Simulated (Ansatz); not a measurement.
input.yaml (Ansatz)

```yaml
crystal:
  lattice:
    - [0.0, 2.0164698572, 2.0164698572]
    - [2.0164698572, 0.0, 2.0164698572]
    - [2.0164698572, 2.0164698572, 0.0]
  atoms:
    - { symbol: B, position: [0.125, 0.125, 0.125] }
    - { symbol: B, position: [0.875, 0.875, 0.875] }
hamiltonian:
  xc: pbesol
  pseudopotentials:
    kind: paw
    azcp:
      B: "pseudopotentials/B.paw.azcp"
basis:
  ecutwfc: 420
  fft_grid_basis: typed
kpoints:
  mp_grid: { grid: [15, 15, 15], shift: [0, 0, 0] }
magnetization:
  spin_polarized: false
scf:
  occupations: { method: fermi_dirac, width: 0.1 }
  lower_state_search: "off"
output:
  stress: true
```

Output

```
Warning: the record states the generating functional pbe (its physics header spells it `PBE`), which answers neither for hamiltonian.xc's functional nor for the pbesol family's — results may be inconsistent (PPs are generated against a specific XC)
Engine: ansatz 0.2.0, aarch64-unknown-linux-gnu
Pseudopotentials: kind: paw
Pseudopotential: B, paw, valence charge 3, recommended cutoff 420 eV (normal) 
Functional definition: PBEsol
  exchange = pbesol_x
  correlation = pbesol_c
Crystal: 2 atoms, lattice volume = 16.399 Å³
Basis set: ecut = 420 eV, 331 PW (Γ)
Bands: 7, of which v1, the nominal top of the filled ones, is band 3 counted from 1 (2 counted from 0)
Symmetry: 48 space group operations
Space group: Fd-3m (ITA 227), of the structure as read, at distance tolerance 2.5e-5 Å
k-points: 120 of 3375
Non-local potential: B, projectors of the file, l = 0: 2, l = 1: 2, l = 2: 1
PAW form: soft (Blöchl's): semilocal exchange-correlation on the pseudo side does not see the compensation charge
PAW frozen core: B, regenerated for the run's functional, and the local potential with it (the file was generated under x = pbe(κ = 0.804, μ = 0.2195149727645171), c = pbe(β = 0.06672455060314922))
PAW one-centre angular grid: B, 110 points (default); XC on 64 Gauss nodes
Initial density: superposition of atomic densities (neutral atoms: chi_scale 0, normalization atom), corrected by the library's trained network
Initial wavefunctions: pseudopotential atomic-orbital guess
Functional: x = pbesol(κ = 0.804, μ = 0.12345679012345678), c = pbesol(β = 0.046)
SCF iter   1: F=—  HF=-303.399842 eV  |F-HF|=—  |Δ(HF+E_count)|=         —  Δρ=2.73e-3  dr2=1.29e-3  ethr=1.77e-3  ⟨swp⟩=4.6  Hψ=5707  notcnv=0
SCF iter   2: F=—  HF=-303.399312 eV  |F-HF|=—  |Δ(HF+E_count)|=   5.30e-4  Δρ=1.01e-3  dr2=1.66e-4  ethr=2.16e-5  ⟨swp⟩=1.3  Hψ=1858  notcnv=0
SCF iter   3: F=—  HF=-303.399291 eV  |F-HF|=—  |Δ(HF+E_count)|=   2.01e-5  Δρ=1.11e-4  dr2=7.43e-7  ethr=2.77e-6  ⟨swp⟩=2.0  Hψ=1177  notcnv=0
SCF iter   4: F=—  HF=-303.399293 eV  |F-HF|=—  |Δ(HF+E_count)|=   1.76e-6  Δρ=1.28e-5  dr2=2.01e-8  ethr=1.24e-8  ⟨swp⟩=2.0  Hψ=1186  notcnv=0
iter 5 did not close the SCF: its close was put off for the readings that it lacked (scf_convergence_deferred on its scf_iter line)
SCF iter   5: F=-303.399293 eV  HF=-303.399293 eV  |F-HF|=2.44e-12  |Δ(HF+E_count)|=   5.96e-9  Δρ=1.73e-6  dr2=1.87e-10  ethr=3.34e-10  ⟨swp⟩=2.0  Hψ=1178  notcnv=0
SCF iter   6: F=-303.399293 eV  HF=-303.399293 eV  |F-HF|=1.71e-13  |Δ(HF+E_count)|=  8.41e-12  Δρ=6.67e-8  dr2=3.73e-13  ethr=3.11e-12  ⟨swp⟩=1.0  Hψ=2278  notcnv=0
SCF 1 converged in 6 iterations: F = -303.399293 eV  dr2 = 3.73e-13
SCF converged after 6 iterations
Free energy (F): -303.399293 eV
Harris-Foulkes:  -303.399293 eV  (|F-HF|=1.71e-13)
Internal energy: -303.370115 eV  (E = F + TS)
E sigma→0 (E₀):  -303.384704 eV
Entropy (-TS):   -0.029178 eV (-14.589 meV/atom)
Fermi energy:    6.633165 eV
--- Per-component energies (eV) ---
  E_band       = 11.488493
  E_kinetic    = 91.509729
  E_local      = -42.423016  (includes V_loc(G=0)·N_el)
  E_nonlocal   = 25.720056
  E_hartree    = 7.867334
  E_xc         = -62.043816
  E_vxc        = -73.674837  (∫ρ·V_xc dr)
  E_paw        = -150.927348  (= ΣΔE_a)
  E_vpaw       = -5.378106  (= ΣTr[D̂ρ^β])
  E_aug_tail   = -0.000004  (compensation charges beyond the density's cutoff)
  E_ewald      = -173.102473
  E_core_change = 0.029422  (= ΣΔE_core)
  E_smearing   = -0.029178  (= −TS)
  E_closure    = 0.000000  (closes the sum)
  Σ components = -303.399293   (vs F -303.399293, Δ=0.00e0)
--- Stress (GPa, compression-positive) ---
       -0.061185       0.000000       0.000000
        0.000000      -0.061185      -0.000000
        0.000000      -0.000000      -0.061185
  P = ⅓ Tr σ = -0.0612 GPa (-0.612 kbar)
```

Command:

```sh
ansatz run input.yaml --threads 2 --pin off --max-ram 5120MiB --backend cpu --events-out ev --progress --plain --runs-dir out
```

On 2 threads of Arm Neoverse V1 (shared host) this took about 0.58 s of wall time and 1 s of CPU time.
